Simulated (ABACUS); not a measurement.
# MgO (Fm-3m) in ABACUS: a series of runs, part 2 of 2

ABACUS 3.10.1. The steps go on from the part before.

## 3. Single point, SCAN

File run_abacus.py:

```python
"""ABACUS run from a structure file: ASE reads it, the script writes STRU, KPT and INPUT."""
import re
import subprocess
from ase.io import read
from ase.units import Bohr

atoms = read("MgO.xyz")
atoms = atoms[(-atoms.numbers).argsort(kind="stable")]  # ABACUS lists atoms element by element
pseudo = {'Mg': 'Mg_ONCV_PBE-1.2.upf', 'O': 'O_ONCV_PBE-1.2.upf'}
orbital = {}
magmoms = None
kmesh = [7, 7, 7]
params = {
    'suffix': 'MgO',
    'calculation': 'scf',
    'basis_type': 'pw',
    'pseudo_dir': './',
    'symmetry': 1,
    'dft_functional': 'scan',
    'ecutwfc': 97,
    'pseudo_rcut': 10,
    'nspin': 1,
    'nbands': 18,
    'ks_solver': 'dav',
    'smearing_method': 'fd',
    'smearing_sigma': 0.00367493,
    'scf_thr': 1e-08,
    'scf_nmax': 100,
    'mixing_type': 'broyden',
    'mixing_beta': 0.7,
    'cal_force': 1,
    'cal_stress': 1,
    'mixing_tau': 1,
    'out_chg': 1,
    'kpar': 4,
}

symbols = atoms.get_chemical_symbols()
elements = list(dict.fromkeys(symbols))
lines = ["ATOMIC_SPECIES"] + [f"{e} {atoms.get_masses()[symbols.index(e)]:.4f} {pseudo[e]}" for e in elements]
if orbital:
    lines += ["", "NUMERICAL_ORBITAL"] + [orbital[e] for e in elements]
lines += ["", "LATTICE_CONSTANT", f"{1 / Bohr:.10f}", "", "LATTICE_VECTORS"]
lines += [" ".join(f"{x:.10f}" for x in v) for v in atoms.cell]
lines += ["", "ATOMIC_POSITIONS", "Direct"]
for e in elements:
    lines += ["", e, "0.0", str(symbols.count(e))]
    for i, p in enumerate(atoms.get_scaled_positions(wrap=False)):
        if symbols[i] == e:
            mag = "" if magmoms is None else " mag " + " ".join(str(x) for x in (magmoms[i] if isinstance(magmoms[i], list) else [magmoms[i]]))
            lines.append(" ".join(f"{x:.10f}" for x in p) + " 1 1 1" + mag)
open("STRU", "w").write("\n".join(lines) + "\n")
open("KPT", "w").write("K_POINTS\n0\nGamma\n%d %d %d 0 0 0\n" % tuple(kmesh))
open("INPUT", "w").write("INPUT_PARAMETERS\n" + "".join(f"{k:<20s}{v}\n" for k, v in params.items()))

done = subprocess.run(['mpirun', '-np', '4', 'abacus'])
if done.returncode:
    raise SystemExit(done.returncode)
log = open("OUT.MgO/running_scf.log").read()
print("final energy (eV):", re.findall(r"FINAL_ETOT_IS (\S+)", log))
```

File MgO.xyz:

```xyz
2
Lattice="0.0000000000 2.0970013927 2.0970013927 2.0970013927 0.0000000000 2.0970013927 2.0970013927 2.0970013927 0.0000000000" Properties=species:S:1:pos:R:3 pbc="T T T"
Mg     0.0000000000      0.0000000000      0.0000000000
O      2.0970013927      2.0970013927      2.0970013927
```

Potentials or basis: SG15 ONCV 1.2 PBE, plane waves.

Started as:

```sh
OMP_NUM_THREADS=1 python run_abacus.py > log
```

running log:

```text
ABACUS v3.10.1

               Atomic-orbital Based Ab-initio Computation at UStc

 ------------------------------------------------------------------------------------

 READING GENERAL INFORMATION
                           global_out_dir = OUT.MgO/
                           global_in_card = INPUT
                               pseudo_dir = ./
                              orbital_dir =
                                    DSIZE = 4
                                    GSIZE = 1

 READING UNITCELL INFORMATION
                                    ntype = 2
                  lattice constant (Bohr) = 1.88973
              lattice constant (Angstrom) = 1

 READING ATOM TYPE 1
                               atom label = Mg
                      L=0, number of zeta = 1
                      L=1, number of zeta = 1
                      L=2, number of zeta = 1
             number of atom for this type = 1

 READING ATOM TYPE 2
                               atom label = O
                      L=0, number of zeta = 1
                      L=1, number of zeta = 1
                      L=2, number of zeta = 1
             number of atom for this type = 1

                        TOTAL ATOM NUMBER = 2
DIRECT COORDINATES
[... 288 lines left out ...]
----------------------------------------------------------
 E_KohnSham     -140.9601663415      -1917.8614532725
 E_KS(sigma->0) -140.9601663415      -1917.8614532725
 E_Harris       -140.9600174912      -1917.8594280594
 E_band         -22.0677992503       -300.2478121246
 E_one_elec     -55.9200081648       -760.8307432482
 E_Hartree      31.5164967874        428.8039373076
 E_xc           -21.3818893335       -290.9155289412
 E_Ewald        -95.1747656306       -1294.9191183908
 E_entropy(-TS) 0.0000000000         0.0000000000
 E_descf        0.0000000000         0.0000000000
 E_exx          0.0000000000         0.0000000000
 E_Fermi        0.8361587968         11.3765240697
----------------------------------------------------------

 charge density convergence is achieved
 final etot is -1917.8614533 eV
 EFERMI = 11.37652407 eV

 STATE ENERGY(eV) AND OCCUPATIONS    NSPIN == 1
 1/5 kpoint (Cartesian) = 0.0000 0.0000 0.0000 (1989 pws)
       1       -66.4819     0.00583090
       2       -31.4972     0.00583090
       3       -31.4972     0.00583090
       4       -31.4972     0.00583090
       5       -9.93032     0.00583090
       6        8.55552     0.00583090
[... 79 lines left out ...]
       6        7.29862      0.0349854
[... 10 lines left out ...]
      17        36.0938        0.00000
      18        37.5037        0.00000

------------------------------------------------------------------------------------------
 TOTAL-FORCE (eV/Angstrom)
------------------------------------------------------------------------------------------
                       Mg1         0.0000000000         0.0000000000         0.0000000000
                        O1         0.0000000000         0.0000000000         0.0000000000
------------------------------------------------------------------------------------------

----------------------------------------------------------------
 TOTAL-STRESS (KBAR)
----------------------------------------------------------------
         9.7853665753        -0.0000000000        -0.0000000000
         0.0000000000         9.7853665753         0.0000000000
        -0.0000000000        -0.0000000000         9.7853665753
----------------------------------------------------------------
 TOTAL-PRESSURE: 9.785367 KBAR

 --------------------------------------------
 !FINAL_ETOT_IS -1917.8614532725389381 eV
 --------------------------------------------
```

STRU:

```text
ATOMIC_SPECIES
Mg 24.3050 Mg_ONCV_PBE-1.2.upf
O 15.9990 O_ONCV_PBE-1.2.upf

LATTICE_CONSTANT
1.8897261258

LATTICE_VECTORS
0.0000000000 2.0970013927 2.0970013927
2.0970013927 0.0000000000 2.0970013927
2.0970013927 2.0970013927 0.0000000000

ATOMIC_POSITIONS
Direct

Mg
0.0
1
0.0000000000 0.0000000000 -0.0000000000 1 1 1

O
0.0
1
0.5000000000 0.5000000000 0.5000000000 1 1 1
```

Run time: 15 s. Hardware: 4 MPI ranks of Intel Xeon Platinum 8259CL at 2.50GHz (Skylake/Cascade Lake), shared host; peak memory 0.36 GiB.

What came out:

| Quantity | Value |
| --- | --- |
| Free energy | -1917.8615 eV |
| Pressure | 1.0 GPa |
| Band gap on the k mesh | 5.66 eV, direct |

Levels at points of the mesh, in eV from the valence-band top:
| k point | band 5 | band 6 | band 7 | band 8 | band 9 | band 10 | band 11 | band 12 |
| --- | --- | --- | --- | --- | --- | --- | --- | --- |
| (0.00, 0.00, 0.00) | -18.49 | 0.00 | 0.00 | 0.00 | 5.66 | 16.94 | 16.94 | 16.94 |

Caveat: the potentials were made for another functional, which shifts forces and pressure.

## 4. Relaxation of cell and atoms, SCAN

File run_abacus.py:

```python
"""Relaxation by an ASE optimiser with ABACUS as a small file-based calculator."""
import re
import subprocess
import spglib
from ase import Atoms
import numpy as np
from ase.calculators.calculator import Calculator, all_changes
from ase.filters import FrechetCellFilter
from ase.io import read
from ase.optimize import FIRE
from ase.stress import full_3x3_to_voigt_6_stress
from ase.units import Bohr, GPa

atoms = read("MgO.cif")
cell, frac, numbers = spglib.standardize_cell((atoms.cell[:], atoms.get_scaled_positions(), atoms.numbers), to_primitive=True, symprec=1e-4)
atoms = Atoms(numbers=numbers, cell=cell, scaled_positions=frac, pbc=True)  # the primitive cell
atoms = atoms[(-atoms.numbers).argsort(kind="stable")]  # ABACUS lists atoms element by element
pseudo = {'Mg': 'Mg_ONCV_PBE-1.2.upf', 'O': 'O_ONCV_PBE-1.2.upf'}
orbital = {}
magmoms = None
kmesh = [7, 7, 7]
params = {
    'suffix': 'MgO',
    'calculation': 'scf',
    'basis_type': 'pw',
    'pseudo_dir': './',
    'symmetry': 1,
    'dft_functional': 'scan',
    'ecutwfc': 97,
    'pseudo_rcut': 10,
    'nspin': 1,
    'nbands': 12,
    'ks_solver': 'dav',
    'smearing_method': 'fd',
    'smearing_sigma': 0.00367493,
    'scf_thr': 1e-08,
    'scf_nmax': 100,
    'mixing_type': 'broyden',
    'mixing_beta': 0.7,
    'cal_force': 1,
    'cal_stress': 1,
    'mixing_tau': 1,
    'kpar': 4,
}

def write_input(atoms):
    symbols = atoms.get_chemical_symbols()
    elements = list(dict.fromkeys(symbols))
    lines = ["ATOMIC_SPECIES"] + [f"{e} {atoms.get_masses()[symbols.index(e)]:.4f} {pseudo[e]}" for e in elements]
    if orbital:
        lines += ["", "NUMERICAL_ORBITAL"] + [orbital[e] for e in elements]
    lines += ["", "LATTICE_CONSTANT", f"{1 / Bohr:.10f}", "", "LATTICE_VECTORS"]
    lines += [" ".join(f"{x:.10f}" for x in v) for v in atoms.cell]
    lines += ["", "ATOMIC_POSITIONS", "Direct"]
    for e in elements:
        lines += ["", e, "0.0", str(symbols.count(e))]
        for i, p in enumerate(atoms.get_scaled_positions(wrap=False)):
            if symbols[i] == e:
                mag = "" if magmoms is None else " mag " + " ".join(str(x) for x in (magmoms[i] if isinstance(magmoms[i], list) else [magmoms[i]]))
                lines.append(" ".join(f"{x:.10f}" for x in p) + " 1 1 1" + mag)
    open("STRU", "w").write("\n".join(lines) + "\n")
    open("KPT", "w").write("K_POINTS\n0\nGamma\n%d %d %d 0 0 0\n" % tuple(kmesh))
    open("INPUT", "w").write("INPUT_PARAMETERS\n" + "".join(f"{k:<20s}{v}\n" for k, v in params.items()))

class Abacus(Calculator):
    implemented_properties = ["energy", "free_energy", "forces", "stress"]

    def calculate(self, atoms=None, properties=("energy",), system_changes=all_changes):
        super().calculate(atoms, properties, system_changes)
        write_input(self.atoms)
        subprocess.run(['mpirun', '-np', '4', 'abacus'], check=True)
        log = open("OUT.MgO/running_scf.log").read()
        if "charge density convergence is achieved" not in log:
            raise RuntimeError("SCF not converged")
        rows = lambda title, n: np.array([l.split()[-3:] for l in log.split(title)[-1].split("\n")[2:2 + n]], float)
        energy = float(re.findall(r"FINAL_ETOT_IS (\S+)", log)[-1])
        stress = -rows("TOTAL-STRESS", 3) / 10 * GPa  # ABACUS prints kbar, compression positive
        self.results = dict(energy=energy, free_energy=energy, forces=rows("TOTAL-FORCE", len(self.atoms)), stress=full_3x3_to_voigt_6_stress(stress))

atoms.calc = Abacus()
opt = FIRE(FrechetCellFilter(atoms), logfile="opt.log", trajectory="relax.traj")
print("optimiser converged:", opt.run(fmax=0.02, steps=60))
```

MgO.cif is that of step 2.

Started as:

```sh
OMP_NUM_THREADS=1 python run_abacus.py > log
```

Wall time 45 s (4 MPI ranks of Intel Xeon Platinum 8259CL at 2.50GHz (Skylake/Cascade Lake), shared host); peak memory 0.36 GiB.

Results (log left out):

```yaml
Free_energy: -1917.8618 eV
Relaxed_volume: 9.26 Å³/atom
Relaxed_cell: a = 2.970 Å, b = 2.970 Å, c = 2.970 Å, α = 60.00°, β = 60.00°, γ = 60.00°
Space_group_after_relaxing_to_0.05_Å: Fm-3m (No. 225)
Energy_gained_by_relaxing: 0.2 meV/atom
Ionic_steps: 4
Pressure_after_relaxing: 0.2 GPa
Band_gap_on_the_k_mesh: 5.62 eV, direct
```

Step by step:
| step | energy change (eV) | largest force (eV/Å) | pressure (GPa) | volume (Å³) |
| --- | --- | --- | --- | --- |
| 1 | 0.0000 | 0.0000 | 0.95 | 18.44 |
| 2 | -0.0001 | 0.0000 | 0.80 | 18.46 |
| 3 | -0.0002 | 0.0000 | 0.56 | 18.49 |
| 4 | -0.0004 | 0.0000 | 0.24 | 18.52 |

Final structure:
```yaml
crystal:
  lattice:
    - [0.00000, 2.10004, 2.10004]
    - [2.10004, 0.00000, 2.10004]
    - [2.10004, 2.10004, 0.00000]
  atoms:
    - { symbol: Mg, position: [0.00000, 0.00000, 0.00000] }
    - { symbol: O, position: [0.50000, 0.50000, 0.50000] }
```

Levels at points of the mesh, in eV from the valence-band top:
```tsv
k point	band 6	band 7	band 8	band 9	band 10	band 11
(0.00, 0.00, 0.00)	0.00	0.00	0.00	5.62	16.91	16.91
```

Caveat: the potentials were made for another functional, which shifts forces and pressure.

## 5. Single point, PBE

File run_abacus.py:

```python
"""ABACUS run from a structure file: ASE reads it, the script writes STRU, KPT and INPUT."""
import re
import subprocess
from ase.io import read
from ase.units import Bohr

atoms = read("MgO.xyz")
atoms = atoms[(-atoms.numbers).argsort(kind="stable")]  # ABACUS lists atoms element by element
pseudo = {'Mg': 'Mg.upf', 'O': 'O.upf'}
orbital = {'Mg': 'Mg_confined-atom_8au_3s2p1d.orb', 'O': 'O_confined-atom_6au_2s2p1d.orb'}
magmoms = None
kmesh = [10, 10, 10]
params = {
    'suffix': 'MgO',
    'calculation': 'scf',
    'basis_type': 'lcao',
    'pseudo_dir': './',
    'orbital_dir': './',
    'symmetry': 1,
    'dft_functional': 'pbe',
    'ecutwfc': 100,
    'pseudo_rcut': 10,
    'nspin': 1,
    'nbands': 18,
    'ks_solver': 'scalapack_gvx',
    'smearing_method': 'fd',
    'smearing_sigma': 0.00367493,
    'scf_thr': 1e-07,
    'scf_nmax': 100,
    'mixing_type': 'broyden',
    'mixing_beta': 0.7,
    'cal_force': 1,
    'cal_stress': 1,
    'out_mul': 1,
    'out_chg': 1,
}

symbols = atoms.get_chemical_symbols()
elements = list(dict.fromkeys(symbols))
lines = ["ATOMIC_SPECIES"] + [f"{e} {atoms.get_masses()[symbols.index(e)]:.4f} {pseudo[e]}" for e in elements]
if orbital:
    lines += ["", "NUMERICAL_ORBITAL"] + [orbital[e] for e in elements]
lines += ["", "LATTICE_CONSTANT", f"{1 / Bohr:.10f}", "", "LATTICE_VECTORS"]
lines += [" ".join(f"{x:.10f}" for x in v) for v in atoms.cell]
lines += ["", "ATOMIC_POSITIONS", "Direct"]
for e in elements:
    lines += ["", e, "0.0", str(symbols.count(e))]
    for i, p in enumerate(atoms.get_scaled_positions(wrap=False)):
        if symbols[i] == e:
            mag = "" if magmoms is None else " mag " + " ".join(str(x) for x in (magmoms[i] if isinstance(magmoms[i], list) else [magmoms[i]]))
            lines.append(" ".join(f"{x:.10f}" for x in p) + " 1 1 1" + mag)
open("STRU", "w").write("\n".join(lines) + "\n")
open("KPT", "w").write("K_POINTS\n0\nGamma\n%d %d %d 0 0 0\n" % tuple(kmesh))
open("INPUT", "w").write("INPUT_PARAMETERS\n" + "".join(f"{k:<20s}{v}\n" for k, v in params.items()))

done = subprocess.run(['mpirun', '-np', '4', 'abacus'])
if done.returncode:
    raise SystemExit(done.returncode)
log = open("OUT.MgO/running_scf.log").read()
print("final energy (eV):", re.findall(r"FINAL_ETOT_IS (\S+)", log))
```

MgO.xyz is that of step 3.

Potentials or basis: PseudoDojo NC SR 0.4.1 PBE standard, DZP LCAO (the cutoffs set its grid).

Started as:

```sh
OMP_NUM_THREADS=1 python run_abacus.py > log
```

Run time: 3.4 s. Hardware: 4 MPI ranks of AMD EPYC 9R45 (Zen 5), shared host; peak memory 0.36 GiB.

The run converged. Its results:

- Free energy: -2069.2538 eV
- Pressure: 7.7 GPa
- Band gap on the k mesh: 4.86 eV, direct
- Mulliken charges: Mg +1.14; O -1.14 e

Levels at points of the mesh, in eV from the valence-band top:
| k point | band 4 | band 5 | band 6 | band 7 | band 8 | band 9 | band 10 | band 11 | band 12 | band 13 |
| --- | --- | --- | --- | --- | --- | --- | --- | --- | --- | --- |
| (0.00, 0.00, 0.00) | -39.28 | -17.31 | 0.00 | 0.00 | 0.00 | 4.86 | 18.55 | 18.55 | 18.55 | 24.06 |
| (0.50, 0.50, 0.50) | -39.29 | -15.94 | -4.72 | -0.67 | -0.67 | 8.00 | 12.84 | 16.47 | 16.47 | 23.24 |
| (0.50, 0.50, 0.00) | -39.31 | -15.72 | -4.15 | -1.38 | -1.38 | 10.05 | 11.44 | 13.31 | 19.29 | 19.29 |

Caveat: the atomic orbitals were generated for these runs and aren't a published set; Mulliken charges move with the basis; the basis of atomic orbitals isn't converged, which shifts pressures, moduli and gaps.

## 6. Relaxation of cell and atoms, PBE

run_abacus.py, as its differences from that of step 5:

```diff
@@ -14,3 +14,3 @@
     'suffix': 'MgO',
-    'calculation': 'scf',
+    'calculation': 'cell-relax',
     'basis_type': 'lcao',
@@ -23,4 +23,4 @@
     'nspin': 1,
-    'nbands': 18,
-    'ks_solver': 'scalapack_gvx',
+    'nbands': 12,
+    'ks_solver': 'genelpa',
     'smearing_method': 'fd',
@@ -34,3 +34,7 @@
     'out_mul': 1,
-    'out_chg': 1,
+    'relax_nmax': 60,
+    'force_thr_ev': 0.005,
+    'relax_method': 'cg',
+    'out_stru': 1,
+    'stress_thr': 0.2,
 }
@@ -58,3 +62,3 @@
     raise SystemExit(done.returncode)
-log = open("OUT.MgO/running_scf.log").read()
+log = open("OUT.MgO/running_cell-relax.log").read()
 print("final energy (eV):", re.findall(r"FINAL_ETOT_IS (\S+)", log))
```

MgO.xyz is that of step 5.

Potentials or basis: PseudoDojo NC SR 0.4.1 PBE standard, DZP LCAO (the cutoffs set its grid).

Started as:

```sh
OMP_NUM_THREADS=1 python run_abacus.py > log
```

Wall time 6.2 s (4 MPI ranks of AMD EPYC 9R45 (Zen 5), shared host); peak memory 0.36 GiB.

It converged, with:

```
Free energy                            : -2069.2745 eV
Relaxed volume                         : 9.67 Å³/atom
Relaxed cell                           : a = 3.013 Å, b = 3.013 Å, c = 3.013 Å, α = 60.00°, β = 60.00°, γ = 60.00°
Space group after relaxing (to 0.05 Å) : Fm-3m (No. 225)
Energy gained by relaxing              : 10.3 meV/atom
Ionic steps                            : 3
Pressure after relaxing                : 0.0 GPa
Mulliken charges                       : Mg +1.13; O -1.13 e
```

Step by step:
| step | energy change (eV) | largest force (eV/Å) | pressure (GPa) | volume (Å³) |
| --- | --- | --- | --- | --- |
| 1 | 0.0000 | 0.0000 | 7.71 | 18.44 |
| 2 | -0.0176 | 0.0000 | -2.63 | 19.70 |
| 3 | -0.0207 | 0.0000 | 0.01 | 19.33 |

Final structure:
```cif
data_structure
_symmetry_space_group_name_H-M 'P 1'
_symmetry_Int_Tables_number 1
_cell_length_a 3.0127
_cell_length_b 3.0127
_cell_length_c 3.0127
_cell_angle_alpha 60.000
_cell_angle_beta 60.000
_cell_angle_gamma 60.000
_cell_volume 19.33
loop_
_atom_site_label
_atom_site_type_symbol
_atom_site_fract_x
_atom_site_fract_y
_atom_site_fract_z
_atom_site_occupancy
Mg1 Mg 0.00000 0.00000 0.00000 1
O1 O 0.50000 0.50000 0.50000 1
```

Caveat: the atomic orbitals were generated for these runs and aren't a published set; Mulliken charges move with the basis; the basis of atomic orbitals isn't converged, which shifts pressures, moduli and gaps.

## 7. The runs side by side

```tsv
task	level	potentials or basis	cell	k mesh	cutoff (eV)	optimiser	force threshold	max steps	cell moves	SCF threshold on the density	gap on the mesh (eV)	pressure (GPa)	relaxed volume (Å³/atom)
relaxation of cell and atoms	PBEsol	PseudoDojo NC SR 0.5 PBE stringent, plane waves	relaxed	9 × 9 × 9	1252	ASE BFGSLineSearch	0.01 eV/Å	60	yes	1e-08	4.56	0.0	9.39
single point	SCAN	SG15 ONCV 1.2 PBE, plane waves	as given	7 × 7 × 7	1320	-	-	-	-	1e-08	5.66	1.0	-
relaxation of cell and atoms	SCAN	SG15 ONCV 1.2 PBE, plane waves	relaxed	7 × 7 × 7	1320	ASE FIRE	0.02 eV/Å	60	yes	1e-08	5.62	0.2	9.26
single point	PBE	PseudoDojo NC SR 0.4.1 PBE standard, DZP LCAO (the cutoffs set its grid)	as given	10 × 10 × 10	1361	-	-	-	-	1e-07	4.86	7.7	-
relaxation of cell and atoms	PBE	PseudoDojo NC SR 0.4.1 PBE standard, DZP LCAO (the cutoffs set its grid)	relaxed	10 × 10 × 10	1361	cg	0.005 eV/Å	-	-	1e-07	-	0.0	9.67
```

Alike in all rows: no spin polarisation; smearing fermi-dirac 0.05 eV.

Caveats: the potentials were made for another functional, which shifts forces and pressure (some runs); the atomic orbitals were generated for these runs and aren't a published set (some runs); the basis of atomic orbitals isn't converged, which shifts pressures, moduli and gaps (some runs).

Absolute energies hang on the potentials; compare differences alone.

## 8. Against experiment

Step 3. Against the measured gap of MgO, 7.83 eV (quoted in “Electronic structure of alkaline earth and post-transition metal oxides”, 2009, arxiv:0908.1581), the calculated 5.66 eV is off by -2.17 eV. The value is that of SCAN, without temperature or zero-point motion. The cell is a database's relaxed one, not the measured one, which moves gaps too.

Step 5. Against the measured gap of MgO, 7.83 eV (quoted in “Electronic structure of alkaline earth and post-transition metal oxides”, 2009, arxiv:0908.1581), the calculated 4.86 eV is off by -2.97 eV. The value is that of PBE in an atomic basis (PseudoDojo NC SR 0.4.1 PBE standard, DZP LCAO (the cutoffs set its grid)), whose error adds to the functional's,, without temperature or zero-point motion. Semilocal functionals fall short of measured gaps as a rule. The cell is a database's relaxed one, not the measured one, which moves gaps too.
